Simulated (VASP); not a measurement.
# Se (P3_121) in VASP: further runs

One crystal, Se, is run at these levels: PBE+D3(BJ); tasks: single point.

Everything below comes from runs of VASP 6.6.1. Logs are shortened: lines on timing, memory, paths and dates and some standing lists are left out, and cuts for length are marked.

## (1) The crystal as given

It takes space group P3_121 (No. 152, trigonal). Conventional cell: a = 4.366 Å, b = 4.366 Å, c = 4.954 Å, α = 90.00°, β = 90.00°, γ = 120.00°. Around Se (site symmetry 2) lie 2 Se at 2.37 Å.

## (2) Single point, PBE+D3(BJ) (cutoff)

The input, INCAR:

```
SYSTEM = Se
PREC = Accurate
ENCUT = 520
EDIFF = 1E-7
ISMEAR = 0
SIGMA = 0.02
LREAL = .FALSE.
LASPH = .TRUE.
NELM = 100
ALGO = Fast
ISIF = 2
LWAVE = .FALSE.
LCHARG = .FALSE.
GGA = PE
IVDW = 12
NBANDS = 16
```

The input, KPOINTS:

```
Automatic mesh
0
G
  6 6 4
  0 0 0
```

The input, POSCAR:

```
Se
1.0
    4.3662000000      0.0000000000      0.0000000000
   -2.1831000000      3.7812401180      0.0000000000
    0.0000000000      0.0000000000      4.9536000000
Se
3
Direct
    0.2254000000      0.0000000000      0.3333333333
    0.0000000000      0.2254000000      0.6666666667
    0.7746000000      0.7746000000      0.0000000000
```

Potentials or basis: VASP PAW PBE potentials, release 64 (Se).

Started as:

```
cat potpaw_PBE.64/Se/POTCAR > POTCAR
mpirun -np 1 vasp_std > vasp.out
```

OUTCAR:

```text
SYSTEM = Se
   PREC = Accurate
   ENCUT = 520
   EDIFF = 1E-7
   ISMEAR = 0
   LREAL = .FALSE.
   LASPH = .TRUE.
   NELM = 100
   ISIF = 2
   GGA = PE
   IVDW = 12
 IVDW          = 12

 ion  position               nearest neighbor table
   1  0.225  0.000  0.333-   3 2.37   2 2.37
   2  0.000  0.225  0.667-   3 2.37   1 2.37
   3  0.775  0.775  0.000-   2 2.37   1 2.37

  LATTYP: Found a hexagonal cell.
 ALAT       =     4.3662000000
 C/A-ratio  =     1.1345334616

  Lattice vectors:

 A1 = (   4.3662000000,   0.0000000000,   0.0000000000)
 A2 = (  -2.1831000000,   3.7812401180,   0.0000000000)
 A3 = (   0.0000000000,   0.0000000000,   4.9536000000)

Analysis of symmetry for initial positions (statically):
=====================================================================
 Subroutine PRICEL returns:
 Original cell was already a primitive cell.

 Routine SETGRP: Setting up the symmetry group for a
 hexagonal supercell.

 Subroutine GETGRP returns: Found  6 space group operations
 (whereof  2 operations were pure point group operations)
 out of a pool of 24 trial point group operations.

The static configuration has the point symmetry C_2 .
 The point group associated with its full space group is D_3 .

Analysis of symmetry for dynamics (positions and initial velocities):
=====================================================================
 Subroutine PRICEL returns:
 Original cell was already a primitive cell.

 Routine SETGRP: Setting up the symmetry group for a
 hexagonal supercell.

 Subroutine GETGRP returns: Found  6 space group operations
 (whereof  2 operations were pure point group operations)
 out of a pool of 24 trial point group operations.

The dynamic configuration has the point symmetry C_2 .
 The point group associated with its full space group is D_3 .

 Subroutine INISYM returns: Found  6 space group operations
 (whereof  2 operations are pure point group operations),
 and found     1 'primitive' translations

----------------------------------------------------------------------------------------

                                     Primitive cell

  volume of cell :      81.7822

  direct lattice vectors                    reciprocal lattice vectors
     4.366200000  0.000000000  0.000000000     0.229032110  0.132231751  0.000000000
    -2.183100000  3.781240118  0.000000000     0.000000000  0.264463501  0.000000000
     0.000000000  0.000000000  4.953600000     0.000000000  0.000000000  0.201873385

  length of vectors
     4.366200000  4.366200000  4.953600000     0.264463501  0.264463501  0.201873385

  position of ions in fractional coordinates (direct lattice)
     0.225400000  0.000000000  0.333333333
     0.000000000  0.225400000  0.666666667
     0.774600000  0.774600000  0.000000000

  ion indices of the primitive-cell ions
   primitive index   ion index
                 1           1
                 2           2
                 3           3

----------------------------------------------------------------------------------------

 KPOINTS: Automatic mesh

Automatic generation of k-mesh.
 Grid dimensions read from file:
 generate k-points for:    6    6    4

 Generating k-lattice:

  Cartesian coordinates                     Fractional coordinates (reciprocal lattice)
     0.038172018  0.022038625  0.000000000     0.166666667  0.000000000  0.000000000
     0.000000000  0.044077250  0.000000000     0.000000000  0.166666667  0.000000000
     0.000000000  0.000000000  0.050468346     0.000000000  0.000000000  0.250000000

  Length of vectors
     0.044077250  0.044077250  0.050468346

  Shift w.r.t. Gamma in fractional coordinates (k-lattice)
     0.000000000  0.000000000  0.000000000

 Subroutine IBZKPT returns following result:
 ===========================================

 Found     24 irreducible k-points:

 Following reciprocal coordinates:
            Coordinates               Weight
  0.000000  0.000000  0.000000      1.000000
  0.166667  0.000000  0.000000      6.000000
  0.333333  0.000000  0.000000      6.000000
  0.500000  0.000000  0.000000      3.000000
  0.166667  0.166667  0.000000      6.000000
  0.333333  0.166667  0.000000     12.000000
[... 16 lines left out ...]
  0.333333  0.166667  0.500000     12.000000
  0.333333  0.333333  0.500000      2.000000
   k-points           NKPTS =     24   k-points in BZ     NKDIM =     24   number of bands    NBANDS=     16
   number of dos      NEDOS =    301   number of ions     NIONS =      3
   total plane-waves  NPLWV =  40960
   dimension x,y,z NGX =    32 NGY =   32 NGZ =   40
   dimension x,y,z NGXF=    64 NGYF=   64 NGZF=   80
   ions per type =               3
   NGX,Y,Z   is equivalent  to a cutoff of  12.18, 12.18, 13.42 a.u.
   NGXF,Y,Z  is equivalent  to a cutoff of  24.37, 24.37, 26.85 a.u.
 SYSTEM =  Se
   PREC   = accura    normal or accurate (medium, high low for compatibility)
   ISTART =      0    job   : 0-new  1-cont  2-samecut
   ICHARG =      2    charge: 1-file 2-atom 10-const
   ISPIN  =      1    spin polarized calculation?
   LNONCOLLINEAR =      F non collinear calculations
   LSORBIT =      F    spin-orbit coupling
   LASPH  =      T    aspherical Exc in radial PAW
   ENCUT  =  520.0 eV  38.22 Ry    6.18 a.u.   8.12  8.12  9.21*2*pi/ulx,y,z
   NELM   =    100;   NELMIN=  2; NELMDL= -5     # of ELM steps
   EDIFF  = 0.1E-06   stopping-criterion for ELM
   LREAL  =      F    real-space projection
   EDIFFG = 0.1E-05   stopping-criterion for IOM
   NSW    =      0    number of steps for IOM
   IBRION =     -1    ionic relax: 0-MD 1-quasi-New 2-CG
   NFREE  =      0    steps in history (QN), initial steepest desc. (CG)
   ISIF   =      2    stress and relaxation
   ISYM   =      2    0-nonsym 1-usesym 2-fastsym
   POTIM  = 0.5000    time-step for ionic-motion
   TEBEG  =    0.0;   TEEND  =   0.0 temperature during run
   PSTRESS=    0.0 pullay stress
   NELECT =      18.0000    total number of electrons
   NUPDOWN=      -1.0000    fix difference up-down
   EMIN   =  10.00;   EMAX   =-10.00  energy-range for DOS
   EFERMI =   0.00;   METHOD = LEGACY
   ISMEAR =     0;   SIGMA  =   0.02  broadening in eV -4-tet -1-fermi 0-gaus
   EFERMI_NEDOS =   21; number of points for ismear=-14 and -15
   IALGO  =     68    algorithm
   IMIX   =      4    mixing-type and parameters
     AMIX     =   0.40;   BMIX     =  1.00
     AMIX_MAG =   1.60;   BMIX_MAG =  1.00
  volume/ion in A,a.u.               =      27.26       183.96
  Fermi-wavevector in a.u.,A,eV,Ry     =   0.988430  1.867862 13.292817  0.976995
  Thomas-Fermi vector in A             =   2.119956
   LORBIT       =      0    0 simple, 1 ext, 2 COOP (PROOUT), +10 PAW based schemes
   GGA     = PE    functional components
   LHFCALC =     F    Hartree Fock is set to
   AEXX    =    0.0000 exact exchange contribution
   IVDW    =    12    specifies the selected vdW correction
   LEPSILON=     F    determine dielectric tensor
   LRPA    =     F    only Hartree local field effects (RPA)
 non-spin polarized calculation
 RMM-DIIS sequential band-by-band and
 Gauss-broadening in eV      SIGMA  =   0.02
  energy-cutoff  :      520.00
  volume of cell :       81.78
 maximum number of plane-waves:      2216
   NGX = 17   NGY = 17   NGZ = 19

 number of electron      18.0000001 magnetization

 Free energy of the ion-electron system (eV)
  ---------------------------------------------------
  ext. energy  EPLUGINS =         0.00000000
  ---------------------------------------------------
  free energy    TOTEN  =       -10.46825019 eV

  energy without entropy =      -10.46825019  energy(sigma->0) =      -10.46825019

 E-fermi :   2.8454     XC(G=0):  -8.8420

 val. band max:        2.6896503735   @ k =   0.5000   0.0000   0.5000
 cond. band min:       3.7012456708   @ k =   0.3333   0.3333   0.5000
 fundamental gap:      1.0115952974
 Fermi energy:         2.8453603528

 k-point     1 :       0.0000    0.0000    0.0000
  band No.  band energies     occupation
      1     -13.1743      2.00000
      2      -9.0515      2.00000
      3      -9.0515      2.00000
      4      -1.1587      2.00000
      5      -1.1587      2.00000
      6      -1.0819      2.00000
[... 8 lines left out ...]
     15       9.1621      0.00000
     16      11.0599      0.00000

 k-point     2 :       0.1667    0.0000    0.0000
  band No.  band energies     occupation
      1     -13.0692      2.00000
      2      -9.1490      2.00000
      3      -9.0415      2.00000
      4      -1.8505      2.00000
      5      -1.4736      2.00000
      6      -0.8948      2.00000
[... 8 lines left out ...]
     15      10.0297      0.00000
     16      11.0560      0.00000

 k-point     3 :       0.3333    0.0000    0.0000
  band No.  band energies     occupation
      1     -12.8312      2.00000
      2      -9.3954      2.00000
      3      -9.0205      2.00000
      4      -2.3654      2.00000
      5      -1.8707      2.00000
      6      -0.9232      2.00000
[... 8 lines left out ...]
     15      11.2215      0.00000
     16      12.1682      0.00000

 k-point     4 :       0.5000    0.0000    0.0000
  band No.  band energies     occupation
      1     -12.6933      2.00000
      2      -9.5490      2.00000
      3      -9.0095      2.00000
      4      -2.4754      2.00000
      5      -2.0376      2.00000
      6      -0.7720      2.00000
[... 8 lines left out ...]
     15      12.3569      0.00000
     16      12.4005      0.00000
[... 324 lines left out ...]
 k-point    22 :       0.1667    0.1667    0.5000
  band No.  band energies     occupation
      1     -11.8318      2.00000
      2     -11.7695      2.00000
      3      -7.4609      2.00000
      4      -2.7366      2.00000
      5      -1.5543      2.00000
      6      -1.4565      2.00000
[... 8 lines left out ...]
     15      10.8819      0.00000
     16      11.2122      0.00000

 k-point    23 :       0.3333    0.1667    0.5000
  band No.  band energies     occupation
      1     -11.7020      2.00000
      2     -11.6045      2.00000
      3      -7.8438      2.00000
      4      -3.0929      2.00000
      5      -2.0013      2.00000
      6      -1.8799      2.00000
[... 8 lines left out ...]
     15      11.1142      0.00000
     16      11.9609      0.00000

 k-point    24 :       0.3333    0.3333    0.5000
  band No.  band energies     occupation
      1     -11.6026      2.00000
      2     -11.6026      2.00000
      3      -7.9503      2.00000
      4      -3.0683      2.00000
      5      -2.2757      2.00000
      6      -2.2757      2.00000
[... 8 lines left out ...]
     15      11.3032      0.00000
     16      11.3032      0.00000

------------------------ aborting loop because EDIFF is reached ----------------------------------------

 Edisp (eV)   -0.94632

 E8    (eV) :    -0.3892

  FORCE on cell =-STRESS in cart. coord.  units (eV):
  Direction    XX          YY          ZZ          XY          YZ          ZX
  --------------------------------------------------------------------------------------
  -------------------------------------------------------------------------------------
  Total       0.11062     0.11062     1.10378     0.00000    -0.00000     0.00000
  in kB       2.16711     2.16711    21.62395     0.00000    -0.00000     0.00000
  external pressure =        8.65 kB  Pullay stress =        0.00 kB

 VOLUME and BASIS-vectors are now :
 -----------------------------------------------------------------------------
  energy-cutoff  :      520.00
  volume of cell :       81.78
      direct lattice vectors                 reciprocal lattice vectors
     4.366200000  0.000000000  0.000000000     0.229032110  0.132231751  0.000000000
    -2.183100000  3.781240118  0.000000000     0.000000000  0.264463501  0.000000000
     0.000000000  0.000000000  4.953600000     0.000000000  0.000000000  0.201873385

 POSITION                                       TOTAL-FORCE (eV/Angst)
 -----------------------------------------------------------------------------------
      0.98414      0.00000      1.65120         0.448898     -0.000000     -0.000000
     -0.49207      0.85229      3.30240        -0.224449      0.388757      0.000000
      1.69103      2.92895      0.00000        -0.224449     -0.388757      0.000000
 -----------------------------------------------------------------------------------
    total drift:                                0.000000      0.000000      0.000000

  FREE ENERGIE OF THE ION-ELECTRON SYSTEM (eV)
  ---------------------------------------------------
  free  energy   TOTEN  =       -11.4145663770 eV

  energy  without entropy=      -11.4145663770  energy(sigma->0) =      -11.41456638
```

Run time: 11 s. Hardware: 1 thread of Intel Xeon 6975P-C (Granite Rapids), shared host; peak memory 0.2 GiB.

What came out:

* Free energy: -11.4146 eV
* Pressure: 0.9 GPa
* Largest force: 0.449 eV/Å
* Band gap on the k mesh: 1.01 eV, indirect (least direct gap 1.24 eV)
* Dispersion energy per atom: -0.315 eV

Forces on the atoms (eV/Å):
```
Se   0.449  0.000  0.000
Se  -0.224  0.389  0.000
Se  -0.224 -0.389  0.000
```

Stress tensor (GPa, compression positive):
```
0.22 0.00 0.00
0.00 0.22 0.00
0.00 0.00 2.16
```

## (3) Single point, PBE+D3(BJ)

The input, INCAR:

```
SYSTEM = Se
ALGO = Normal
EDIFF = 1E-6
ENCUT = 520
GGA = PE
ISIF = 2
ISMEAR = 0
IVDW = 12
LASPH = .True.
LCHARG = .False.
LREAL = .False.
LWAVE = .False.
NBANDS = 16
NELM = 100
PREC = Accurate
SIGMA = 0.02
```

The input, KPOINTS:

```
k-points
0
Gamma
  9 9 6
  0 0 0
```

POSCAR is that of step 2.

Potentials or basis: VASP PAW PBE potentials, release 64 (Se).

Started as:

```
cat potpaw_PBE.64/Se/POTCAR > POTCAR
mpirun -np 1 vasp_std > vasp.out
```

OUTCAR:

```text
SYSTEM = Se
   EDIFF = 1E-6
   ENCUT = 520
   GGA = PE
   ISIF = 2
   ISMEAR = 0
   IVDW = 12
   LASPH = .True.
   LREAL = .False.
   NELM = 100
   PREC = Accurate
 IVDW          = 12

 ion  position               nearest neighbor table
   1  0.225  0.000  0.333-   3 2.37   2 2.37
   2  0.000  0.225  0.667-   3 2.37   1 2.37
   3  0.775  0.775  0.000-   2 2.37   1 2.37

  LATTYP: Found a hexagonal cell.
 ALAT       =     4.3662000000
 C/A-ratio  =     1.1345334616

  Lattice vectors:

 A1 = (   4.3662000000,   0.0000000000,   0.0000000000)
 A2 = (  -2.1831000000,   3.7812401180,   0.0000000000)
 A3 = (   0.0000000000,   0.0000000000,   4.9536000000)

Analysis of symmetry for initial positions (statically):
=====================================================================
 Subroutine PRICEL returns:
 Original cell was already a primitive cell.

 Routine SETGRP: Setting up the symmetry group for a
 hexagonal supercell.

 Subroutine GETGRP returns: Found  6 space group operations
 (whereof  2 operations were pure point group operations)
 out of a pool of 24 trial point group operations.

The static configuration has the point symmetry C_2 .
[... 169 lines left out ...]
 cond. band min:       3.7010714706   @ k =   0.3333   0.3333   0.5000
 fundamental gap:      1.0176293069
 Fermi energy:         2.7698639184

 k-point     1 :       0.0000    0.0000    0.0000
  band No.  band energies     occupation
      1     -13.1746      2.00000
      2      -9.0519      2.00000
      3      -9.0519      2.00000
      4      -1.1591      2.00000
      5      -1.1591      2.00000
      6      -1.0823      2.00000
[... 433 lines left out ...]
      3      -8.3158      2.00000
      4      -2.3261      2.00000
      5      -2.0265      2.00000
      6      -0.7969      2.00000
[... 8 lines left out ...]
     15      10.8466      0.00000
     16      11.8165      0.00000

 [... further k-points ...]

------------------------ aborting loop because EDIFF is reached ----------------------------------------

 Edisp (eV)   -0.94632

 E8    (eV) :    -0.3892

  FORCE on cell =-STRESS in cart. coord.  units (eV):
  Direction    XX          YY          ZZ          XY          YZ          ZX
  --------------------------------------------------------------------------------------
  -------------------------------------------------------------------------------------
  Total       0.10962     0.10962     1.09653     0.00000    -0.00000     0.00000
  in kB       2.14747     2.14747    21.48194     0.00000    -0.00000     0.00000
  external pressure =        8.59 kB  Pullay stress =        0.00 kB

 VOLUME and BASIS-vectors are now :
 -----------------------------------------------------------------------------
  energy-cutoff  :      520.00
  volume of cell :       81.78
      direct lattice vectors                 reciprocal lattice vectors
     4.366200000  0.000000000  0.000000000     0.229032110  0.132231751  0.000000000
    -2.183100000  3.781240118  0.000000000     0.000000000  0.264463501  0.000000000
     0.000000000  0.000000000  4.953600000     0.000000000  0.000000000  0.201873385

 POSITION                                       TOTAL-FORCE (eV/Angst)
 -----------------------------------------------------------------------------------
      0.98414      0.00000      1.65120         0.448539      0.000000      0.000000
     -0.49207      0.85229      3.30240        -0.224269      0.388446     -0.000000
      1.69103      2.92895      0.00000        -0.224269     -0.388446     -0.000000
 -----------------------------------------------------------------------------------
    total drift:                                0.000000      0.000000      0.000000

  FREE ENERGIE OF THE ION-ELECTRON SYSTEM (eV)
  ---------------------------------------------------
  free  energy   TOTEN  =       -11.4161644907 eV

  energy  without entropy=      -11.4161644907  energy(sigma->0) =      -11.41616449
```

OSZICAR:

```text
N       E                     dE             d eps       ncg     rms          rms(c)
DAV:   1     0.819971085993E+02    0.81997E+02   -0.71958E+03  1984   0.931E+02
DAV:   2    -0.523683698111E+01   -0.87234E+02   -0.82738E+02  2592   0.155E+02
DAV:   3    -0.105118862449E+02   -0.52750E+01   -0.52574E+01  2488   0.433E+01
DAV:   4    -0.105483488716E+02   -0.36463E-01   -0.36457E-01  2608   0.426E+00
DAV:   5    -0.105486084818E+02   -0.25961E-03   -0.25960E-03  2552   0.356E-01    0.703E+00
DAV:   6    -0.104903136241E+02    0.58295E-01   -0.34814E-02  2472   0.117E+00    0.435E+00
DAV:   7    -0.104703449974E+02    0.19969E-01   -0.72116E-02  2280   0.165E+00    0.200E-01
DAV:   8    -0.104696925521E+02    0.65245E-03   -0.85719E-03  2240   0.566E-01    0.101E-01
DAV:   9    -0.104697997894E+02   -0.10724E-03   -0.28568E-04  2824   0.108E-01    0.340E-02
DAV:  10    -0.104698450837E+02   -0.45294E-04   -0.50013E-05  2320   0.475E-02    0.672E-03
DAV:  11    -0.104698483895E+02   -0.33058E-05   -0.77976E-06  2752   0.168E-02    0.376E-03
DAV:  12    -0.104698483023E+02    0.87222E-07   -0.15791E-06  1768   0.814E-03
   1 F= -.11416164E+02 E0= -.11416164E+02  d E =-.108370E-11
```

stdout:

```text
POSCAR found type information on POSCAR Se
 POSCAR found :  1 types and       3 ions
 scaLAPACK will be used
 LDA part: xc-table for (Slater+PW92), standard interpolation
 POSCAR, INCAR and KPOINTS ok, starting setup
 FFT: planning ... GRIDC
 FFT: planning ... GRID_SOFT
 FFT: planning ... GRID
 WAVECAR not read
 entering main loop
```

Run time: 21 s. Hardware: 1 thread of Intel Xeon 6975P-C (Granite Rapids), shared host; peak memory 0.23 GiB.

What came out:

* Free energy: -11.4162 eV
* Pressure: 0.9 GPa
* Largest force: 0.449 eV/Å
* Band gap on the k mesh: 1.02 eV, indirect (least direct gap 1.24 eV)
* Dispersion energy per atom: -0.315 eV

Forces in eV/Å, atoms in the order of the input:
```
Se   0.449  0.000  0.000
Se  -0.224  0.388  0.000
Se  -0.224 -0.388  0.000
```

Caveat: an odd mesh through Γ misses points on the zone boundary, where band edges often lie.
